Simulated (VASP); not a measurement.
## VASP 6.6.1 run: CaO

INCAR

```
ISMEAR = 0
LREAL = .FALSE.
PREC = Accurate
LASPH = .TRUE.
ISIF = 2
NELM = 120
IBRION = -1
NBANDS = 15
NSW = 0
ENCUT = 800
EDIFF = 1E-7
METAGGA = MBJ
LCHARG = .FALSE.
LWAVE = .FALSE.
SIGMA = 0.01
```

KPOINTS

```
KPOINTS created by Atomic Simulation Environment
0
Gamma
8 8 8
0 0 0
```

POSCAR

```
Ca O
 1.0000000000000000
     2.9032089648000001    0.0000000000000000    0.0000000000000000
     0.0000000000000000    2.9032089648000001    0.0000000000000000
     0.0000000000000000    0.0000000000000000    2.9943697263000000
 Ca  O
   1   1
Cartesian
  0.0000000000000000  0.0000000000000000  0.0000000000000000
  1.4516044824000001  1.4516044824000001  1.4971848631499998
```

The recommended PBE PAW datasets give the neutral cell 16 valence electrons.

Command

```
mpirun -np 1 vasp_std
```

How does this run end, and what does it give?

It converged. Results: gap between bands v and c on the k mesh 4.02 eV; least direct gap on the k mesh 4.27 eV. Band v is the last that the valence electrons fill when counted band by band, and c is the next.

OSZICAR

```
N       E                     dE             d eps       ncg     rms          rms(c)
DAV:   1     0.215911285782E+03    0.21591E+03   -0.10869E+04  2250   0.154E+03
DAV:   2     0.587773918040E+02   -0.15713E+03   -0.14647E+03  2749   0.343E+02
DAV:   3     0.522839746485E+02   -0.64934E+01   -0.64231E+01  2729   0.703E+01
DAV:   4     0.521036422849E+02   -0.18033E+00   -0.18003E+00  3020   0.105E+01
DAV:   5     0.521001188134E+02   -0.35235E-02   -0.35232E-02  2658   0.126E+00    0.649E+00
DAV:   6     0.514504309701E+02   -0.64969E+00   -0.13518E+01  2484   0.441E+01    0.426E+00
DAV:   7     0.514402964669E+02   -0.10135E-01   -0.11755E+00  2663   0.121E+01    0.313E+00
DAV:   8     0.525701110180E+02    0.11298E+01   -0.15937E+00  2873   0.101E+01    0.258E+00
DAV:   9     0.532033128297E+02    0.63320E+00   -0.70930E-01  2313   0.809E+00    0.489E-01
DAV:  10     0.526973568298E+02   -0.50596E+00   -0.33094E-01  2250   0.464E+00    0.578E-01
...
DAV:  59     0.532913722274E+02   -0.72674E-06   -0.16081E-12  1146   0.788E-06    0.147E-06
DAV:  60     0.532913732031E+02    0.97574E-06    0.27647E-12  1132   0.638E-06    0.156E-06
DAV:  61     0.532913722780E+02   -0.92507E-06   -0.41955E-13  1146   0.660E-06    0.123E-06
DAV:  62     0.532913734636E+02    0.11856E-05   -0.25598E-12  1146   0.775E-06    0.223E-06
DAV:  63     0.532913724664E+02   -0.99723E-06    0.15798E-12  1146   0.749E-06    0.908E-07
DAV:  64     0.532913733422E+02    0.87585E-06    0.41521E-13  1146   0.686E-06    0.196E-06
DAV:  65     0.532913727210E+02   -0.62118E-06    0.28688E-13  1132   0.558E-06    0.282E-07
DAV:  66     0.532913728617E+02    0.14066E-06   -0.20452E-12  1146   0.346E-06    0.781E-07
DAV:  67     0.532913728154E+02   -0.46305E-07    0.40460E-13  1139   0.187E-06
   1 F= 0.53291373E+02 E0= 0.53291373E+02  d E =-.669961E-63
```

The MBJ potential has no energy functional, so only its levels carry meaning.

For comparison, a separate PBE run of the intended cell, on usual settings and not on those above, gives a gap of 2.67 eV on its mesh and a pressure of 0.7 GPa.
